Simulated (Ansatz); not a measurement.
Set up this calculation in Ansatz 0.2.0, as the native input.

```
Task                : single point
Functional          : PBE
Potentials or basis : all-electron LAPW, scalar-relativistic
Cutoff              : 278 eV (chosen from the basis error)
Basis error allowed : 0.001 eV/atom
k mesh              : 8 × 8 × 8
Occupations         : gaussian, width 0.026 eV
Spin                : no spin polarisation
```

The system is GaP.

```
Ga P
1.0
     0.00000    2.72525    2.72525
     2.72525    0.00000    2.72525
     2.72525    2.72525    0.00000
Ga P
1 1
Direct
  0.00000 0.00000 0.00000
  0.75000 0.75000 0.75000
```

These files were run (other wordings do the same):

input.yaml

```yaml
crystal:
  lattice:
    - [0.0, 2.72525, 2.72525]
    - [2.72525, 0.0, 2.72525]
    - [2.72525, 2.72525, 0.0]
  atoms:
    - { symbol: Ga, position: [0.0, 0.0, 0.0] }
    - { symbol: P, position: [0.75, 0.75, 0.75] }
kpoints:
  mp_grid: { grid: [8, 8, 8] }
scf:
  occupations: { method: gaussian, width: 0.026 }
hamiltonian:
  xc: pbe
  pseudopotentials: { kind: all_electron, lapw: { basis_error: 0.001 } }
output:
  forces: true
  stress: true
  eigenvalues: true
```

Potentials or basis: all-electron LAPW, scalar-relativistic.

Launch:

```bash
$ ansatz run input.yaml --threads 1 --pin off --max-ram 3072MiB --backend cpu --events-out ev --progress --plain --runs-dir out
```

Results of the run:

The pressure is 2.5 GPa and the band gap on the k mesh is 1.64 eV, indirect (least direct gap 1.83 eV).

Wall time 7.8 s on 1 thread of Intel(R) Xeon(R) Platinum 8488C (Sapphire Rapids), with other jobs on the host, peak memory 0.31 GiB.
